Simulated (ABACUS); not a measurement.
# AlRu (Pm-3m) in ABACUS: further runs

One crystal, AlRu, is run at these levels: PBE; tasks: equation of state.

Program: ABACUS 3.10.1. These are calculated values, not measurements. Logs are shortened: lines on timing, memory, paths and dates and some standing lists are left out, and cuts for length are marked.

**1. The crystal as given**

The structure is cubic, space group Pm-3m (No. 221). Conventional cell: a = 2.992 Å, b = 2.992 Å, c = 2.992 Å, α = 90.00°, β = 90.00°, γ = 90.00°. Ru (site symmetry m-3m) has 8 Al at 2.59 Å as nearest neighbours. Al (site symmetry m-3m) has 8 Ru at 2.59 Å as nearest neighbours.

**2. Equation of state, PBE, 12.58 Å³/atom (volume scaled by 0.94)**

File INPUT:

```
INPUT_PARAMETERS
suffix              AlRu
calculation         scf
basis_type          lcao
pseudo_dir          ./
orbital_dir         ./
symmetry            1
dft_functional      pbe
ecutwfc             100
pseudo_rcut         10
nspin               1
nbands              14
ks_solver           genelpa
smearing_method     fd
smearing_sigma      0.00367493
scf_thr             1e-07
scf_nmax            100
mixing_type         broyden
mixing_beta         0.7
cal_force           1
cal_stress          1
out_mul             1
```

File STRU:

```
ATOMIC_SPECIES
Ru 101.0700 Ru.upf
Al 26.9815 Al.upf

NUMERICAL_ORBITAL
Ru_confined-atom_7au_4s3p3d1f.orb
Al_confined-atom_8au_3s3p2d1f.orb

LATTICE_CONSTANT
1.8897261246

LATTICE_VECTORS
2.9305298028 0.0000000000 0.0000000000
0.0000000000 2.9305298028 0.0000000000
0.0000000000 0.0000000000 2.9305298028

ATOMIC_POSITIONS
Direct

Ru
0.0
1
0.5000000000 0.5000000000 0.5000000000 1 1 1

Al
0.0
1
0.0000000000 0.0000000000 0.0000000000 1 1 1
```

File KPT:

```
K_POINTS
0
Gamma
9 9 9 0 0 0
```

Potentials or basis: PseudoDojo NC SR 0.4.1 PBE standard, TZDP LCAO (the cutoffs set its grid).

Run with:

```console
OMP_NUM_THREADS=1 mpirun -np 4 abacus > log
```

running log:

```text
ABACUS v3.10.1

               Atomic-orbital Based Ab-initio Computation at UStc

 ------------------------------------------------------------------------------------

 READING GENERAL INFORMATION
                           global_out_dir = OUT.AlRu/
                           global_in_card = INPUT
                               pseudo_dir = ./
[... 8 lines left out ...]

 READING ATOM TYPE 1
                               atom label = Ru
                      L=0, number of zeta = 4
                      L=1, number of zeta = 3
                      L=2, number of zeta = 3
                      L=3, number of zeta = 1
             number of atom for this type = 1

 READING ATOM TYPE 2
                               atom label = Al
                      L=0, number of zeta = 3
                      L=1, number of zeta = 3
                      L=2, number of zeta = 2
                      L=3, number of zeta = 1
             number of atom for this type = 1

                        TOTAL ATOM NUMBER = 2
DIRECT COORDINATES
    atom                   x                   y                   z     mag                  vx                  vy                  vz
taud_Ru1            0.5000000000        0.5000000000        0.5000000000  0.0000        0.0000000000        0.0000000000        0.0000000000
taud_Al1            0.0000000000        0.0000000000        0.0000000000  0.0000        0.0000000000        0.0000000000        0.0000000000

                          Volume (Bohr^3) = 169.838
                             Volume (A^3) = 25.1674

 Lattice vectors: (Cartesian coordinate: in unit of a_0)
             +2.93053                  +0                  +0
                   +0            +2.93053                  +0
                   +0                  +0            +2.93053
 Reciprocal vectors: (Cartesian coordinate: in unit of 2 pi/a_0)
            +0.341235                  -0                  +0
                   -0           +0.341235                  -0
                   +0                  -0           +0.341235
 The esolver type has been set to : ksdft_lcao

                PAO radial cut off (Bohr) = 10

 Read in pseudopotential file is Ru.upf
                     pseudopotential type = NC
          exchange-correlation functional = PBE
                 nonlocal core correction = 1
                        valence electrons = 16
                                     lmax = 2
                           number of zeta = 4
                     number of projectors = 6
                           L of projector = 0
[... 5 lines left out ...]
                PAO radial cut off (Bohr) = 10

 Read in pseudopotential file is Al.upf
                     pseudopotential type = NC
          exchange-correlation functional = PBE
                 nonlocal core correction = 1
                        valence electrons = 3
                                     lmax = 2
                           number of zeta = 2
                     number of projectors = 6
                           L of projector = 0
                           L of projector = 0
                           L of projector = 1
                           L of projector = 1
                           L of projector = 2
                           L of projector = 2
     initial pseudo atomic orbital number = 14

 SETUP THE ELECTRONS NUMBER
            electron number of element Ru = 16
      total electron number of element Ru = 16
            electron number of element Al = 3
      total electron number of element Al = 3
            AUTOSET number of electrons:  = 19
                           occupied bands = 10
                                   NLOCAL = 64
                                   NBANDS = 14
                                   NBANDS = 14
                                   NLOCAL = 64

%%%%%%%%%%%%%%%%%%%%%%%%%%%%%%%%%%%%%%%%%%%%%%%%%%%%%%%%%%%%%%%%%%%%%%%%%%%%%%%%%%%%%%%%%%%%%%%%%%%%%%%%%%
 Warning: the number of valence electrons in pseudopotential > 8 for Ru: [Kr] 4d7 5s1
 Pseudopotentials with additional electrons can yield (more) accurate outcomes, but may be less efficient.
 If you're confident that your chosen pseudopotential is appropriate, you can safely ignore this warning.
%%%%%%%%%%%%%%%%%%%%%%%%%%%%%%%%%%%%%%%%%%%%%%%%%%%%%%%%%%%%%%%%%%%%%%%%%%%%%%%%%%%%%%%%%%%%%%%%%%%%%%%%%%

 SETUP THE PLANE WAVE BASIS
 energy cutoff for charge/potential (unit:Ry) = 400
            fft grid for charge/potential = [ 36, 36, 36 ]
                        fft grid division = [ 3, 3, 3 ]
        big fft grid for charge/potential = [ 12, 12, 12 ]
                                     nbxx = 432
                                     nrxx = 11664

 SETUP PLANE WAVES FOR CHARGE/POTENTIAL
[... 64 lines left out ...]
                                    ibrav = 1
                       right hand lattice = 1
                        ROTATION MATRICES = 48
                               nkstot_ibz = 35
K-POINTS REDUCTION ACCORDING TO SYMMETRY
     IBZ    DIRECT_X    DIRECT_Y    DIRECT_Z  WEIGHT  ibz2bz
       1  0.00000000  0.00000000  0.00000000  0.0014       0
       2  0.11111111  0.00000000  0.00000000  0.0082       1
       3  0.22222222  0.00000000  0.00000000  0.0082       2
       4  0.33333333  0.00000000  0.00000000  0.0082       3
       5  0.44444444  0.00000000  0.00000000  0.0082       4
       6  0.11111111  0.11111111  0.00000000  0.0165      10
[... 22 lines left out ...]
      29  0.33333333  0.33333333  0.22222222  0.0329     192
      30  0.44444444  0.33333333  0.22222222  0.0658     193
[... 5 further k points ...]

                               nkstot now = 35
[... K-POINTS DIRECT COORDINATES: 35 rows ...]

           k-point number in this process = 35
       minimum distributed K point number = 35
[... stars of the k points ...]

[... K-POINTS CARTESIAN COORDINATES: 35 rows ...]

[... K-POINTS DIRECT COORDINATES: 35 rows ...]

 SETUP PLANE WAVES FOR WAVE FUNCTIONS
     energy cutoff for wavefunc (unit:Ry) = 100
              fft grid for wave functions = [ 36, 36, 36 ]
                    number of plane waves = 3743
                         number of sticks = 293

 PARALLEL PW FOR WAVE FUNCTIONS
     PROC   COLUMNS(POT)             PW
        1             73            935
        2             73            935
        3             74            938
        4             73            935
 --------------- sum -------------------
        4            293           3743

 SET NONLOCAL PSEUDOPOTENTIAL PROJECTORS
[... 6 lines left out ...]

 SETUP SEARCHING RADIUS FOR PROGRAM TO SEARCH ADJACENT ATOMS
                  longest orb rcut (Bohr) = 8
   longest nonlocal projector rcut (Bohr) = 1.78
                     search radius (Bohr) = 19.6
              searching radius is (Bohr)) = 19.6
         searching radius unit is (Bohr)) = 1.89
                         PeriodicBoundary = 1
                        Radius(unit:lat0) = 10.4
                                   glayer = [ 5, 5, 5 ]
                             glayer_minus = [ 4, 4, 4 ]

Find the coordinate range of the input atom(unit:lat0).
                                  min_tau = [ -11.7, -11.7, -11.7 ]
                                  max_tau = [ 13.2, 13.2, 13.2 ]
                                BoxNumber = [ 9, 9, 9 ]

 SETUP EXTENDED REAL SPACE GRID FOR GRID INTEGRATION
                          real space grid = [ 36, 36, 36 ]
                 big cell numbers in grid = [ 12, 12, 12 ]
             meshcell numbers in big cell = [ 3, 3, 3 ]
                        extended fft grid = [ 18, 18, 18 ]
                dimension of extened grid = [ 49, 49, 49 ]
                            UnitCellTotal = 125
              Atom number in sub-FFT-grid = 2
    Local orbitals number in sub-FFT-grid = 64
                                ParaV.nnr = 133760
                                 init_chg = atomic

 LCAO ALGORITHM --------------- ION=   1  ELEC=   1--------------------------------

 Density error is 0.0852471253578
----------------------------------------------------------
     Energy           Rydberg                 eV
----------------------------------------------------------
 E_KohnSham     -206.7974824638      -2813.6240935623
 E_Harris       -211.5457034538      -2878.2269543905
 E_Fermi        1.3431022205         18.2738431956
----------------------------------------------------------
[... 80 lines left out ...]
 Density error is 1.28231250797e-08
----------------------------------------------------------
     Energy           Rydberg                 eV
----------------------------------------------------------
 E_KohnSham     -206.8810522473      -2814.7611187984
 E_KS(sigma->0) -206.8805291522      -2814.7540017247
 E_Harris       -206.8810530095      -2814.7611291699
 E_band         -7.1618700536        -97.4422410643
 E_one_elec     -64.6398312830       -879.4700232080
 E_Hartree      44.0431684985        599.2380495540
 E_xc           -36.6111072847       -498.1196691609
 E_Ewald        -149.6722359879      -2036.3952418361
 E_entropy(-TS) -0.0010461902        -0.0142341474
 E_descf        0.0000000000         0.0000000000
 E_exx          0.0000000000         0.0000000000
 E_Fermi        1.2757647356         17.3576697119
----------------------------------------------------------

 charge density convergence is achieved
 final etot is -2814.7611188 eV
 EFERMI = 17.357669712 eV

 STATE ENERGY(eV) AND OCCUPATIONS    NSPIN == 1
 1/35 kpoint (Cartesian) = 0.0000 0.0000 0.0000 (721 pws)
       1       -54.4366     0.00274348
       2       -24.3775     0.00274348
       3       -24.3775     0.00274348
       4       -24.3775     0.00274348
       5        7.40446     0.00274348
       6        13.5225     0.00274348
       7        13.5225     0.00274348
       8        17.6219    1.38261e-05
       9        17.6219    1.38261e-05
      10        17.6219    1.38261e-05
      11        23.8507    1.09681e-59
      12        23.8507    1.09681e-59
      13        23.8507    1.09681e-59
      14        28.8151        0.00000
[... 66 lines left out ...]
       1       -54.4318      0.0329218
       2       -24.4074      0.0329218
       3       -24.4046      0.0329218
       4       -24.3722      0.0329218
       5        7.89718      0.0329218
       6        13.6913      0.0329218
       7        13.7240      0.0329218
       8        16.9816      0.0329040
       9        17.2777      0.0273846
      10        17.4303     0.00623838
      11        23.0198    2.17323e-51
      12        23.4541    3.67162e-55
      13        24.8156    5.48134e-67
      14        28.3949        0.00000

[... levels at 29 further k points ...]

 correction force for each atom along direction 1 is 4.37763e-15
 correction force for each atom along direction 2 is 5.97354e-14
 correction force for each atom along direction 3 is 9.92105e-14
------------------------------------------------------------------------------------------
 TOTAL-FORCE (eV/Angstrom)
------------------------------------------------------------------------------------------
                       Ru1         0.0000000000         0.0000000000         0.0000000000
                       Al1         0.0000000000         0.0000000000         0.0000000000
------------------------------------------------------------------------------------------

----------------------------------------------------------------
 TOTAL-STRESS (KBAR)
----------------------------------------------------------------
       181.6517727431        -0.0000000000        -0.0000000000
        -0.0000000000       181.6517727431         0.0000000000
        -0.0000000000         0.0000000000       181.6517727431
----------------------------------------------------------------
 TOTAL-PRESSURE: 181.651773 KBAR

 --------------------------------------------
 !FINAL_ETOT_IS -2814.7611187983811760 eV
 --------------------------------------------
```

Run time: 9.9 s. Hardware: 4 MPI ranks of AMD EPYC 7B13 (Zen 3), shared host; peak memory 0.64 GiB.

Results:

```yaml
Free_energy: -2814.7611 eV
Pressure: 18.2 GPa
Band_gap_on_the_k_mesh: none (metal or under the smearing width)
Mulliken_charges: Ru +0.57; Al -0.57 e
```

Caveat: the atomic orbitals were generated for these runs and aren't a published set; Mulliken charges move with the basis; the basis of atomic orbitals isn't converged, which shifts pressures, moduli and gaps.

**3. Equation of state, PBE, 12.85 Å³/atom (volume scaled by 0.96)**

INPUT is that of step 2.

Edit STRU of step 2 so:

```diff
@@ -12,5 +12,5 @@
 LATTICE_VECTORS
-2.9305298028 0.0000000000 0.0000000000
-0.0000000000 2.9305298028 0.0000000000
-0.0000000000 0.0000000000 2.9305298028
+2.9511680166 0.0000000000 0.0000000000
+0.0000000000 2.9511680166 0.0000000000
+0.0000000000 0.0000000000 2.9511680166
```

KPT is that of step 2.

Potentials or basis: PseudoDojo NC SR 0.4.1 PBE standard, TZDP LCAO (the cutoffs set its grid).

Run with:

```console
OMP_NUM_THREADS=1 mpirun -np 4 abacus > log
```

Run time: 9.4 s. Hardware: 4 MPI ranks of AMD EPYC 7B13 (Zen 3), shared host; peak memory 0.64 GiB.

It converged, with:

```yaml
Free_energy: -2814.8123 eV
Pressure: 12.5 GPa
Band_gap_on_the_k_mesh: none (metal or under the smearing width)
Mulliken_charges: Ru +0.55; Al -0.55 e
```

Caveat: the atomic orbitals were generated for these runs and aren't a published set; Mulliken charges move with the basis; the basis of atomic orbitals isn't converged, which shifts pressures, moduli and gaps.

**4. Equation of state, PBE, 13.12 Å³/atom (volume scaled by 0.98)**

INPUT is that of step 3.

Edit STRU of step 3 so:

```diff
@@ -12,5 +12,5 @@
 LATTICE_VECTORS
-2.9511680166 0.0000000000 0.0000000000
-0.0000000000 2.9511680166 0.0000000000
-0.0000000000 0.0000000000 2.9511680166
+2.9715215427 0.0000000000 0.0000000000
+0.0000000000 2.9715215427 0.0000000000
+0.0000000000 0.0000000000 2.9715215427
```

KPT is that of step 3.

Run with:

```console
OMP_NUM_THREADS=1 mpirun -np 4 abacus > log
```

Run time: 9.5 s. Hardware: 4 MPI ranks of AMD EPYC 7B13 (Zen 3), shared host; peak memory 0.64 GiB.

Results (log left out):

- Free energy: -2814.8453 eV
- Pressure: 7.4 GPa
- Band gap on the k mesh: none (metal or under the smearing width)
- Mulliken charges: Ru +0.52; Al -0.52 e

Caveat: the atomic orbitals were generated for these runs and aren't a published set; Mulliken charges move with the basis; the basis of atomic orbitals isn't converged, which shifts pressures, moduli and gaps.

**5. Equation of state, PBE, 13.39 Å³/atom**

INPUT is that of step 4.

Edit STRU of step 4 so:

```diff
@@ -12,5 +12,5 @@
 LATTICE_VECTORS
-2.9715215427 0.0000000000 0.0000000000
-0.0000000000 2.9715215427 0.0000000000
-0.0000000000 0.0000000000 2.9715215427
+2.9916000000 0.0000000000 0.0000000000
+0.0000000000 2.9916000000 0.0000000000
+0.0000000000 0.0000000000 2.9916000000
```

KPT is that of step 4.

Run with:

```console
OMP_NUM_THREADS=1 mpirun -np 4 abacus > log
```

Wall time 8.9 s (4 MPI ranks of AMD EPYC 7B13 (Zen 3), shared host); peak memory 0.64 GiB.

Results (log left out):

```
Free energy            : -2814.8623 eV
Pressure               : 2.9 GPa
Band gap on the k mesh : none (metal or under the smearing width)
Mulliken charges       : Ru +0.50; Al -0.50 e
```

Caveat: the atomic orbitals were generated for these runs and aren't a published set; Mulliken charges move with the basis; the basis of atomic orbitals isn't converged, which shifts pressures, moduli and gaps.

**6. Equation of state, PBE, 13.65 Å³/atom (volume scaled by 1.02)**

INPUT is that of step 5.

Edit STRU of step 5 so:

```diff
@@ -12,5 +12,5 @@
 LATTICE_VECTORS
-2.9916000000 0.0000000000 0.0000000000
-0.0000000000 2.9916000000 0.0000000000
-0.0000000000 0.0000000000 2.9916000000
+3.0114124979 0.0000000000 0.0000000000
+0.0000000000 3.0114124979 0.0000000000
+0.0000000000 0.0000000000 3.0114124979
```

KPT is that of step 5.

Potentials or basis: PseudoDojo NC SR 0.4.1 PBE standard, TZDP LCAO (the cutoffs set its grid).

Run with:

```console
OMP_NUM_THREADS=1 mpirun -np 4 abacus > log
```

It took 11 s on 4 MPI ranks of AMD EPYC 7B13 (Zen 3), shared host; peak memory 0.64 GiB.

The run converged. Its results:

```
Free energy            : -2814.8650 eV
Pressure               : -1.2 GPa
Band gap on the k mesh : none (metal or under the smearing width)
Mulliken charges       : Ru +0.48; Al -0.48 e
```

Caveat: the atomic orbitals were generated for these runs and aren't a published set; Mulliken charges move with the basis; the basis of atomic orbitals isn't converged, which shifts pressures, moduli and gaps.

**7. Equation of state, PBE, 13.92 Å³/atom (volume scaled by 1.04)**

INPUT is that of step 6.

Edit STRU of step 6 so:

```diff
@@ -12,5 +12,5 @@
 LATTICE_VECTORS
-3.0114124979 0.0000000000 0.0000000000
-0.0000000000 3.0114124979 0.0000000000
-0.0000000000 0.0000000000 3.0114124979
+3.0309676725 0.0000000000 0.0000000000
+0.0000000000 3.0309676725 0.0000000000
+0.0000000000 0.0000000000 3.0309676725
```

KPT is that of step 6.

Run with:

```console
OMP_NUM_THREADS=1 mpirun -np 4 abacus > log
```

Run time: 10 s. Hardware: 4 MPI ranks of AMD EPYC 7B13 (Zen 3), shared host; peak memory 0.64 GiB.

The run converged. Its results:

```yaml
Free_energy: -2814.8547 eV
Pressure: -4.9 GPa
Band_gap_on_the_k_mesh: none (metal or under the smearing width)
Mulliken_charges: Ru +0.47; Al -0.47 e
```

Caveat: the atomic orbitals were generated for these runs and aren't a published set; Mulliken charges move with the basis; the basis of atomic orbitals isn't converged, which shifts pressures, moduli and gaps.

**8. Equation of state, PBE, 14.19 Å³/atom (volume scaled by 1.06)**

INPUT is that of step 7.

Edit STRU of step 7 so:

```diff
@@ -12,5 +12,5 @@
 LATTICE_VECTORS
-3.0309676725 0.0000000000 0.0000000000
-0.0000000000 3.0309676725 0.0000000000
-0.0000000000 0.0000000000 3.0309676725
+3.0502737196 0.0000000000 0.0000000000
+0.0000000000 3.0502737196 0.0000000000
+0.0000000000 0.0000000000 3.0502737196
```

KPT is that of step 7.

Run with:

```console
OMP_NUM_THREADS=1 mpirun -np 4 abacus > log
```

Wall time 10 s (4 MPI ranks of AMD EPYC 7B13 (Zen 3), shared host); peak memory 0.64 GiB.

It converged, with:

```yaml
Free_energy: -2814.8325 eV
Pressure: -8.2 GPa
Band_gap_on_the_k_mesh: none (metal or under the smearing width)
Mulliken_charges: Ru +0.46; Al -0.46 e
```

Caveat: the atomic orbitals were generated for these runs and aren't a published set; Mulliken charges move with the basis; the basis of atomic orbitals isn't converged, which shifts pressures, moduli and gaps.

**9. Equation of state, PBE**

Potentials or basis: PseudoDojo NC SR 0.4.1 PBE standard, TZDP LCAO (the cutoffs set its grid).

This step only gathers the single runs of the series.

Results:

| Item | Value |
| --- | --- |
| Equilibrium volume | 13.57 Å³/atom |
| Bulk modulus | 204 GPa |
| Pressure derivative of the bulk modulus | 4.4 (rough: it moves with the points fitted) |

Energy against volume, from the lowest point:
| volume (Å³/atom) | energy (meV/atom) |
| --- | --- |
| 12.584 | 51.94 |
| 12.851 | 26.37 |
| 13.119 | 9.85 |
| 13.387 | 1.33 |
| 13.655 | 0.00 |
| 13.922 | 5.16 |
| 14.190 | 16.27 |

Caveat: the atomic orbitals were generated for these runs and aren't a published set; the basis of atomic orbitals isn't converged, which shifts pressures, moduli and gaps.
